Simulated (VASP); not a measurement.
# Sb in VASP: settings compared, part 2 of 3

VASP 6.6.1. The steps go on from the part before.

## Step 3: Work function, PBE, non-collinear spin, zero start, spin-orbit coupling

The input, INCAR:

```
PREC     = Accurate       # precision mode
ENCUT    = 520            # plane-wave cutoff, eV
EDIFF    = 1E-6           # SCF threshold, eV
ISMEAR   = 0              # smearing method
SIGMA    = 0.03           # smearing width, eV
LREAL    = False          # projectors in reciprocal space
LASPH    = True           # aspherical terms in the spheres
NELM     = 60             # most SCF steps
ALGO     = Normal         # electronic algorithm
ISIF     = 2              # what is computed and relaxed
LWAVE    = False          # write WAVECAR
LCHARG   = True           # write CHGCAR
MAGMOM   = 0 0 0 0 0 0    # initial moments
LORBIT   = 11             # projections on sites
LSORBIT  = True           # spin-orbit coupling
GGA_COMPAT= False        
LDIPOL   = True         
IDIPOL   = 3            
DIPOL    = 0.5 0.5 0.500
GGA      = PE             # functional
LVHAR    = True         
LVACPOTAV= True         
KPAR     = 4
```

The input, KPOINTS:

```
Automatic mesh
0
Gamma
  12 12 1
```

The input, POSCAR:

```
Sb                                      
1.0
    4.0737569013      0.0000000000      0.0000000000
   -2.0368784507      3.5279769679      0.0000000000
    0.0000000000      0.0000000000     17.6500000000
  Sb            
     2
Direct
     0.3333330000000032    0.6666669999999968    0.4536957422252333
     0.6666669999999968    0.3333330000000032    0.5463042577747665
```

Potentials or basis: VASP PAW PBE potentials, release 64 (Sb).

Run with:

```
cat potpaw_PBE.64/Sb/POTCAR > POTCAR
mpirun -np 4 vasp_ncl > vasp.out
```

OUTCAR:

```text
PREC = Accurate
   ENCUT = 520
   EDIFF = 1E-6
   ISMEAR = 0
   LREAL = False
   LASPH = True
   NELM = 60
   ISIF = 2
   LORBIT = 11
   LSORBIT = True
   GGA = PE

 ion  position               nearest neighbor table
   1  0.333  0.667  0.454-   2 2.86   2 2.86   2 2.86
   2  0.667  0.333  0.546-   1 2.86   1 2.86   1 2.86

  LATTYP: Found a hexagonal cell.
 ALAT       =     4.0737569013
 C/A-ratio  =     4.3326100275

  Lattice vectors:

 A1 = (   4.0737569013,   0.0000000000,   0.0000000000)
 A2 = (  -2.0368784507,   3.5279769679,   0.0000000000)
 A3 = (   0.0000000000,   0.0000000000,  17.6500000000)

Analysis of symmetry for initial positions (statically):
=====================================================================
 Subroutine PRICEL returns:
 Original cell was already a primitive cell.

 Routine SETGRP: Setting up the symmetry group for a
 hexagonal supercell.

 Subroutine GETGRP returns: Found 12 space group operations
 (whereof 12 operations were pure point group operations)
 out of a pool of 24 trial point group operations.

The static configuration has the point symmetry D_3d.

Analysis of symmetry for dynamics (positions and initial velocities):
=====================================================================
 Subroutine PRICEL returns:
 Original cell was already a primitive cell.

 Routine SETGRP: Setting up the symmetry group for a
 hexagonal supercell.

 Subroutine GETGRP returns: Found 12 space group operations
 (whereof 12 operations were pure point group operations)
 out of a pool of 24 trial point group operations.

The dynamic configuration has the point symmetry D_3d.

Analysis of structural, dynamic, and magnetic symmetry:
=====================================================================
 Subroutine PRICEL returns:
 Original cell was already a primitive cell.

 Routine SETGRP: Setting up the symmetry group for a
 hexagonal supercell.

 Subroutine GETGRP returns: Found 12 space group operations
 (whereof 12 operations were pure point group operations)
 out of a pool of 24 trial point group operations.

The overall configuration has the point symmetry D_3d.

 Subroutine INISYM returns: Found 12 space group operations
 (whereof 12 operations are pure point group operations),
 and found     1 'primitive' translations

----------------------------------------------------------------------------------------

                                     Primitive cell

  volume of cell :     253.6679

  direct lattice vectors                    reciprocal lattice vectors
     4.073756901  0.000000000  0.000000000     0.245473656  0.141724281  0.000000000
    -2.036878451  3.527976968  0.000000000     0.000000000  0.283448562  0.000000000
     0.000000000  0.000000000 17.650000000     0.000000000  0.000000000  0.056657224

  length of vectors
     4.073756901  4.073756904 17.650000000     0.283448563  0.283448562  0.056657224

  position of ions in fractional coordinates (direct lattice)
[... 128 lines left out ...]

  energy without entropy =       -8.22787314  energy(sigma->0) =       -8.22787314

 E-fermi :  -1.6673     XC(G=0):  -3.0674

 val. band max:       -1.8142209339   @ k =   0.0000   0.0000   0.0000
 cond. band min:      -0.8404106003   @ k =   0.3333  -0.0000   0.0000
 fundamental gap:      0.9738103336
 Fermi energy:        -1.6673023302

 k-point     1 :       0.0000    0.0000    0.0000
  band No.  band energies     occupation
      1     -13.5446      1.00000
      2     -13.5446      1.00000
      3      -8.4132      1.00000
      4      -8.4132      1.00000
      5      -2.9288      1.00000
      6      -2.9288      1.00000
[... 376 lines left out ...]
      5      -5.7651      1.00000
      6      -5.7651      1.00000
[... 10 lines left out ...]
     17       4.5088      0.00000
     18       4.5088      0.00000

------------------------ aborting loop because EDIFF is reached ----------------------------------------

  FORCE on cell =-STRESS in cart. coord.  units (eV):
  Direction    XX          YY          ZZ          XY          YZ          ZX
  --------------------------------------------------------------------------------------
  -------------------------------------------------------------------------------------
  Total        0.6245481      0.6245481      0.4258198     -0.0000000     -0.0000000      0.0000000
  in kB        3.9446719      3.9446719      2.6894960     -0.0000000     -0.0000000      0.0000000
  external PRESSURE =       3.5262799 kB  Pullay stress =       0.0000000 kB

 VOLUME and BASIS-vectors are now :
 -----------------------------------------------------------------------------
  energy-cutoff  :      520.00
  volume of cell :      253.67
      direct lattice vectors                 reciprocal lattice vectors
     4.073756901  0.000000000  0.000000000     0.245473656  0.141724281  0.000000000
    -2.036878451  3.527976968  0.000000000     0.000000000  0.283448562  0.000000000
     0.000000000  0.000000000 17.650000000     0.000000000  0.000000000  0.056657224

 POSITION                                       TOTAL-FORCE (eV/Angst)
 -----------------------------------------------------------------------------------
     -0.00000      2.35199      8.00773        -0.000000      0.000000     -0.261879
      2.03688      1.17599      9.64227         0.000000     -0.000000      0.261879
 -----------------------------------------------------------------------------------
    total drift:                               -0.000000     -0.000000      0.000000

  FREE ENERGIE OF THE ION-ELECTRON SYSTEM (eV)
  ---------------------------------------------------
  free  energy   TOTEN  =        -8.2278731381 eV

  energy  without entropy=       -8.2278731381  energy(sigma->0) =       -8.22787314

 vacuum level on the upper side and lower side of the slab         2.719         2.719

 Spin-Orbit-Coupling matrix elements

 Ion:    1  E_soc:     -0.1307617
 l=   1
     0.0000000    -0.0220591    -0.0209845
    -0.0220591     0.0000000    -0.0220591
    -0.0209845    -0.0220591     0.0000000
 l=   2
     0.0000000    -0.0000210     0.0000000    -0.0000210    -0.0000955
    -0.0000210     0.0000000    -0.0000526     0.0000068    -0.0000210
     0.0000000    -0.0000526     0.0000000    -0.0000526     0.0000000
    -0.0000210     0.0000068    -0.0000526     0.0000000    -0.0000210
    -0.0000955    -0.0000210     0.0000000    -0.0000210     0.0000000
 l=   3
     0.0000000     0.0000000     0.0000000     0.0000000     0.0000000     0.0000000     0.0000000
     0.0000000     0.0000000     0.0000000     0.0000000     0.0000000     0.0000000     0.0000000
     0.0000000     0.0000000     0.0000000     0.0000000     0.0000000     0.0000000     0.0000000
     0.0000000     0.0000000     0.0000000     0.0000000     0.0000000     0.0000000     0.0000000
     0.0000000     0.0000000     0.0000000     0.0000000     0.0000000     0.0000000     0.0000000
     0.0000000     0.0000000     0.0000000     0.0000000     0.0000000     0.0000000     0.0000000
     0.0000000     0.0000000     0.0000000     0.0000000     0.0000000     0.0000000     0.0000000

 Ion:    2  E_soc:     -0.1307617
 l=   1
     0.0000000    -0.0220591    -0.0209845
    -0.0220591     0.0000000    -0.0220591
    -0.0209845    -0.0220591     0.0000000
 l=   2
     0.0000000    -0.0000210     0.0000000    -0.0000210    -0.0000955
    -0.0000210     0.0000000    -0.0000526     0.0000068    -0.0000210
     0.0000000    -0.0000526     0.0000000    -0.0000526     0.0000000
    -0.0000210     0.0000068    -0.0000526     0.0000000    -0.0000210
    -0.0000955    -0.0000210     0.0000000    -0.0000210     0.0000000
 l=   3
     0.0000000     0.0000000     0.0000000     0.0000000     0.0000000     0.0000000     0.0000000
     0.0000000     0.0000000     0.0000000     0.0000000     0.0000000     0.0000000     0.0000000
     0.0000000     0.0000000     0.0000000     0.0000000     0.0000000     0.0000000     0.0000000
     0.0000000     0.0000000     0.0000000     0.0000000     0.0000000     0.0000000     0.0000000
     0.0000000     0.0000000     0.0000000     0.0000000     0.0000000     0.0000000     0.0000000
     0.0000000     0.0000000     0.0000000     0.0000000     0.0000000     0.0000000     0.0000000
     0.0000000     0.0000000     0.0000000     0.0000000     0.0000000     0.0000000     0.0000000

 total charge

# of ion       s       p       d       tot
------------------------------------------
    1        1.210   1.176   0.028   2.414
    2        1.210   1.176   0.028   2.414
--------------------------------------------------
tot          2.421   2.351   0.056   4.827

 magnetization (x)

# of ion       s       p       d       tot
------------------------------------------
    1        0.000   0.000   0.000   0.000
    2        0.000   0.000   0.000   0.000
--------------------------------------------------
tot          0.000   0.000   0.000   0.000

 magnetization (y)

# of ion       s       p       d       tot
------------------------------------------
    1       -0.000   0.000   0.000   0.000
    2       -0.000   0.000   0.000   0.000
--------------------------------------------------
tot         -0.000   0.000   0.000   0.000

 magnetization (z)

# of ion       s       p       d       tot
------------------------------------------
    1        0.000   0.000   0.000   0.000
    2        0.000   0.000   0.000   0.000
--------------------------------------------------
tot          0.000   0.000   0.000   0.000
```

Wall time 4.3 min (4 MPI ranks of Intel Xeon Platinum 8488C (Sapphire Rapids), shared host); peak memory 1 GiB.

Results:

```
Free energy                                           : -8.2279 eV
Largest force                                         : 0.262 eV/Å
Net moment                                            : 0.00 μB per cell
Valence electrons inside the program's atomic spheres : Sb 2.41
Work function of the upper face                       : 4.39 eV
Work function of the lower face                       : 4.39 eV
```

Forces in eV/Å, atoms in the order of the input:
```
Sb   0.000  0.000 -0.262
Sb   0.000  0.000  0.262
```

Moments on the atoms (μB; x, y, z):
```
Sb  0.00 0.00 0.00
Sb  0.00 0.00 0.00
```

[end of part 2 of 3]
